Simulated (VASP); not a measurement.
# SiC (Moissanite): how numerical settings change the zone-centre modes, part 3 of 3

Aim: test the modes of SiC (Moissanite) against the numerical settings. The starting structure is a measured crystal structure from the Crystallography Open Database.

VASP 6.6.1.

Results so far: reference B1 (6) 945.8 cm⁻¹; a 4×4×1 mesh B1 (6) 942.5 cm⁻¹.

### 4. Modes with a cutoff of 400 eV

Level of this step: LDA; plane waves and PAW (Si, C) (VASP).

Against step 2 the input has ENCUT = 400.

File INCAR:

```
SYSTEM = SiC
PREC = Accurate
ENCUT = 400
EDIFF = 1E-08
NELM = 100
ISMEAR = 0
SIGMA = 0.03
LREAL = .FALSE.
ALGO = Normal
GGA = CA
NBANDS = 36
LORBIT = 11
LWAVE = .FALSE.
LCHARG = .FALSE.
KPAR = 16
IBRION = 6
NFREE = 2
POTIM = 0.015
NSW = 1
ISIF = 2
```

File POSCAR:

```
SiC
1.0
    3.0610042824      0.0000000000      0.0000000000
   -1.5305021412      2.6509074697      0.0000000000
    0.0000000000      0.0000000000     15.0194426681
Si C
6 6
Direct
    0.3333333333      0.6666666667      0.8329886054
    0.6666666667      0.3333333333      0.3329886054
    0.6666666667      0.3333333333      0.6665012699
    0.3333333333      0.6666666667      0.1665012699
    0.0000000000      0.0000000000      0.4997280722
    0.0000000000      0.0000000000      0.9997280722
    0.0000000000      0.0000000000      0.8743687602
    0.0000000000      0.0000000000      0.3743687602
    0.3333333333      0.6666666667      0.7079996376
    0.6666666667      0.3333333333      0.2079996376
    0.6666666667      0.3333333333      0.5415136547
    0.3333333333      0.6666666667      0.0415136547
```

File KPOINTS:

```
Automatic mesh
0
Gamma
9 9 2
0 0 0
```

Potentials, in the order of the species: Si and C (LDA family, release 64).

Launch:

```sh
> mpirun -np 16 vasp_std
```

The program printed:

```text
[banner, memory and clock lines left out]
running   16 mpi-ranks, on    1 nodes
[...]
[... a notice as in an earlier step ...]

 LDA part: xc-table for (Slater(with rela. corr.)+CA(PZ))
 , standard interpolation
 POSCAR, INCAR and KPOINTS ok, starting setup
[...]
entering main loop
       N       E                     dE             d eps       ncg     rms          rms(c)
DAV:   1     0.907364929835E+02    0.90736E+02   -0.18580E+04  1728   0.963E+02
DAV:   2    -0.102170860275E+03   -0.19291E+03   -0.18153E+03  2260   0.195E+02
DAV:   3    -0.112206309786E+03   -0.10035E+02   -0.99785E+01  2284   0.426E+01
DAV:   4    -0.112346453142E+03   -0.14014E+00   -0.13986E+00  2232   0.583E+00
[...]
DAV:  15    -0.999028340478E+02   -0.20420E-07   -0.53661E-08  2016   0.960E-04    0.859E-04
DAV:  16    -0.999028340671E+02   -0.19361E-07   -0.14673E-09  1240   0.214E-04    0.394E-04
DAV:  17    -0.999028340742E+02   -0.70822E-08   -0.70342E-10  1248   0.114E-04
   1 F= -.99902834E+02 E0= -.99902834E+02  d E =-.144432E-22
[... from here on, the cycles between the ionic steps are left out ...]
   2 F= -.99900539E+02 E0= -.99900539E+02  d E =-.115711E-20
   3 F= -.99900539E+02 E0= -.99900539E+02  d E =-.115770E-20
   5 F= -.99899188E+02 E0= -.99899188E+02  d E =-.281226E-22
   7 F= -.99900552E+02 E0= -.99900552E+02  d E =-.105936E-21
   9 F= -.99899132E+02 E0= -.99899132E+02  d E =-.224008E-22
  11 F= -.99900561E+02 E0= -.99900561E+02  d E =-.466835E-21
  13 F= -.99899219E+02 E0= -.99899219E+02  d E =-.676601E-22
  15 F= -.99900592E+02 E0= -.99900592E+02  d E =-.122436E-21
  17 F= -.99899741E+02 E0= -.99899741E+02  d E =-.385230E-24
  19 F= -.99900558E+02 E0= -.99900558E+02  d E =-.588768E-21
  21 F= -.99899701E+02 E0= -.99899701E+02  d E =-.111225E-11
  23 F= -.99900590E+02 E0= -.99900590E+02  d E =-.263029E-21
  24 F= -.99899580E+02 E0= -.99899580E+02  d E =-.107733E-10
  25 F= -.99899683E+02 E0= -.99899683E+02  d E =-.182069E-20
 Finite differences progress:
  Degree of freedom:  12/ 12
  Displacement:        2/  2
  Total:              24/ 24
```

Run time: 3.9 min. Hardware: 16 MPI ranks of Intel Xeon Platinum 8175M at 2.50GHz (Skylake/Cascade Lake), shared host; peak memory 8 GiB; 62 min of CPU time.

OUTCAR, selected parts (step 4):

```text
  Total       -0.7733781     -0.7733781     -0.9754124     -0.0000000      0.0000000      0.0000000
  in kB      -10.1669371    -10.1669371    -12.8229075     -0.0000000      0.0000000      0.0000000
  external PRESSURE =     -11.0522606 kB  Pullay stress =       0.0000000 kB

 POSITION                                       TOTAL-FORCE (eV/Angst)
 -----------------------------------------------------------------------------------
     -0.00000      1.76727     12.51102         0.000000     -0.000000      0.026536
      1.53050      0.88364      5.00130         0.000000     -0.000000      0.015302
      1.53050      0.88364     10.01048         0.000000      0.000000     -0.173059
     -0.00000      1.76727      2.50076         0.000000     -0.000000      0.024999
      0.00000      0.00000      7.50564        -0.000000      0.000000     -0.194171
      0.00000      0.00000     15.01536        -0.000000     -0.000000      0.022840
      0.00000      0.00000     13.13253         0.000000     -0.000000     -0.024218
      0.00000      0.00000      5.62281         0.000000     -0.000000     -0.034775
     -0.00000      1.76727     10.63376         0.000000     -0.000000     -0.031187
      1.53050      0.88364      3.12404        -0.000000     -0.000000     -0.024695
      1.53050      0.88364      8.11823         0.000000     -0.000000      0.417246
     -0.00000      1.76727      0.62351        -0.000000     -0.000000     -0.024817
 -----------------------------------------------------------------------------------
    total drift:                                0.000000      0.000000      0.000239

  FREE ENERGIE OF THE ION-ELECTRON SYSTEM (eV)
  ---------------------------------------------------
  free  energy   TOTEN  =       -99.8996833055 eV

  energy  without entropy=      -99.8996833055  energy(sigma->0) =      -99.89968331

[... 1 part as in an earlier step ...]

[... 2 further parts left out ...]
[key lines of the parts left out:]
E-fermi :   8.5083
```

With a cutoff of 400 eV the modes are at the top B1 (6) 945.4, B1 (5) 937.6 cm⁻¹, at the bottom E2 (2) 146.1, E2 (1) 141.5 cm⁻¹, with 18 more of the listed ones between; the largest shift is -1.9 cm⁻¹, in B1 (4), from the reference.

### 5. Modes with a 12×12×2 mesh

Against step 2 the input has a 12×12×2 mesh.

Edit INCAR of step 4 so:

```diff
@@ -2,3 +2,3 @@
 PREC = Accurate
-ENCUT = 400
+ENCUT = 520
 EDIFF = 1E-08
```

POSCAR is that of step 4.

File KPOINTS:

```
Automatic mesh
0
Gamma
12 12 2
0 0 0
```

Launch:

```sh
> mpirun -np 16 vasp_std
```

The program printed:

```text
[... set-up lines as in an earlier step ...]
 entering main loop
       N       E                     dE             d eps       ncg     rms          rms(c)
DAV:   1     0.114626263097E+03    0.11463E+03   -0.21814E+04  2736   0.119E+03
DAV:   2    -0.100636779749E+03   -0.21526E+03   -0.20107E+03  3528   0.212E+02
DAV:   3    -0.112235276397E+03   -0.11598E+02   -0.11519E+02  3596   0.469E+01
DAV:   4    -0.112411870833E+03   -0.17659E+00   -0.17622E+00  3504   0.673E+00
[...]
DAV:  14    -0.998694742207E+02   -0.12433E-07   -0.30097E-07  3576   0.294E-03    0.180E-03
DAV:  15    -0.998694742275E+02   -0.68057E-08   -0.12145E-07  3272   0.145E-03    0.100E-03
DAV:  16    -0.998694742367E+02   -0.91786E-08   -0.38679E-09  1984   0.343E-04
   1 F= -.99869474E+02 E0= -.99869474E+02  d E =-.751304E-23
[... from here on, the cycles between the ionic steps are left out ...]
   2 F= -.99867177E+02 E0= -.99867177E+02  d E =-.601157E-21
   3 F= -.99867177E+02 E0= -.99867177E+02  d E =-.601382E-21
   5 F= -.99865838E+02 E0= -.99865838E+02  d E =-.143440E-22
   7 F= -.99867190E+02 E0= -.99867190E+02  d E =-.553935E-22
   9 F= -.99865780E+02 E0= -.99865780E+02  d E =-.141931E-21
  11 F= -.99867200E+02 E0= -.99867200E+02  d E =-.245777E-21
  13 F= -.99865865E+02 E0= -.99865865E+02  d E =-.364753E-22
  15 F= -.99867229E+02 E0= -.99867229E+02  d E =-.631315E-22
  17 F= -.99866356E+02 E0= -.99866356E+02  d E =-.775491E-11
  19 F= -.99867196E+02 E0= -.99867196E+02  d E =-.308328E-21
  21 F= -.99866324E+02 E0= -.99866324E+02  d E =-.588315E-12
  23 F= -.99867228E+02 E0= -.99867228E+02  d E =-.138323E-21
  24 F= -.99866217E+02 E0= -.99866217E+02  d E =-.585792E-11
  25 F= -.99866310E+02 E0= -.99866310E+02  d E =-.927000E-21
 Finite differences progress:
  Degree of freedom:  12/ 12
  Displacement:        2/  2
  Total:              24/ 24
```

Run time: 8.6 min. Hardware: 16 MPI ranks; peak memory 15 GiB; 2.3 h of CPU time.

OUTCAR, selected parts (step 5):

```text
  Total        0.0797733      0.0797733     -0.1222144      0.0000000      0.0000000      0.0000000
  in kB        1.0487112      1.0487112     -1.6066473      0.0000000      0.0000000      0.0000000
  external PRESSURE =       0.1635917 kB  Pullay stress =       0.0000000 kB

 POSITION                                       TOTAL-FORCE (eV/Angst)
 -----------------------------------------------------------------------------------
     -0.00000      1.76727     12.51102        -0.000000     -0.000000      0.025694
      1.53050      0.88364      5.00130         0.000000     -0.000000      0.014411
      1.53050      0.88364     10.01048        -0.000000     -0.000000     -0.173983
     -0.00000      1.76727      2.50076         0.000000      0.000000      0.024314
      0.00000      0.00000      7.50564        -0.000000     -0.000000     -0.194678
      0.00000      0.00000     15.01536        -0.000000     -0.000000      0.022298
      0.00000      0.00000     13.13253        -0.000000     -0.000000     -0.023193
      0.00000      0.00000      5.62281        -0.000000      0.000000     -0.034223
     -0.00000      1.76727     10.63376        -0.000000      0.000000     -0.031067
      1.53050      0.88364      3.12404        -0.000000     -0.000000     -0.023995
      1.53050      0.88364      8.11823         0.000000     -0.000000      0.418841
     -0.00000      1.76727      0.62351        -0.000000      0.000000     -0.024418
 -----------------------------------------------------------------------------------
    total drift:                               -0.000000     -0.000000      0.000249

  FREE ENERGIE OF THE ION-ELECTRON SYSTEM (eV)
  ---------------------------------------------------
  free  energy   TOTEN  =       -99.8663095088 eV

  energy  without entropy=      -99.8663095088  energy(sigma->0) =      -99.86630951

[... 1 part as in an earlier step ...]

[... 2 further parts left out ...]
[key lines of the parts left out:]
E-fermi :   8.5051
```

With a 12×12×2 mesh the modes are at the top B1 (6) 945.8, B1 (5) 938.2 cm⁻¹, at the bottom E2 (2) 146.0, E2 (1) 141.4 cm⁻¹, with 18 more of the listed ones between; the largest shift is +0.1 cm⁻¹, in A1 (5), from the reference.

### 6. Comparison

```csv
run,B1 (6),B1 (5),A1 (5),A1 (4),E1 (2),E1 (1),E2 (2),E2 (1),core minutes
reference,945.8,938.2,887.9,883.4,234.2,228.6,146.1,141.4,118.0
a 4×4×1 mesh,942.5,935.3,885.4,881.7,232.7,226.1,145.4,140.4,13.3
a cutoff of 400 eV,945.4,937.6,886.7,882.2,234.1,228.6,146.1,141.5,62.7
a 12×12×2 mesh,945.8,938.2,888.0,883.4,234.2,228.6,146.0,141.4,137.0
```

Modes are in cm⁻¹, degenerate ones as one, matched between runs by symmetry and order. A number in brackets counts the listed modes of one symmetry from the lowest. The symmetry labels come from an automatic analysis and can be wrong where levels nearly coincide. Between the highest four and the lowest four, 14 more are left out. Core minutes are wall time times ranks of the run shown, on a shared host.

### 7. Outcome

```json
{
 "B1 (6), reference": "945.8 cm⁻¹",
 "E2 (1), reference": "141.4 cm⁻¹",
 "B1 (6), a 4×4×1 mesh": "942.5 cm⁻¹",
 "E2 (1), a 4×4×1 mesh": "140.4 cm⁻¹",
 "B1 (6), a cutoff of 400 eV": "945.4 cm⁻¹",
 "E2 (1), a cutoff of 400 eV": "141.5 cm⁻¹",
 "B1 (6), a 12×12×2 mesh": "945.8 cm⁻¹",
 "E2 (1), a 12×12×2 mesh": "141.4 cm⁻¹"
}
```

What this shows: The largest change comes with a 4×4×1 mesh: -3.9 cm⁻¹ in B1 (4). On finer settings the modes change by up to +0.1 cm⁻¹ in A1 (5) with a 12×12×2 mesh, not denser along every axis. Other changes move the modes by more: -3.9 cm⁻¹ in B1 (4) with a 4×4×1 mesh and -1.9 cm⁻¹ in B1 (4) with a cutoff of 400 eV. The frequencies are harmonic, and the splitting of polar modes by their long-range field is left out. Further runs on this material are not shown.

[Lines on the potential files, build, host, timing and source positions are cut from VASP's logs without a mark.]

[Logs are printed without paths, hosts, clocks, repeated set-up lines and the standing remarks that a program may print on its own settings, such as how far it seeks lower states.]

[Hosts, paths, dates, database ids (printed as entryN), source tags and the programs' standing remarks are cut or masked in the printed files.]
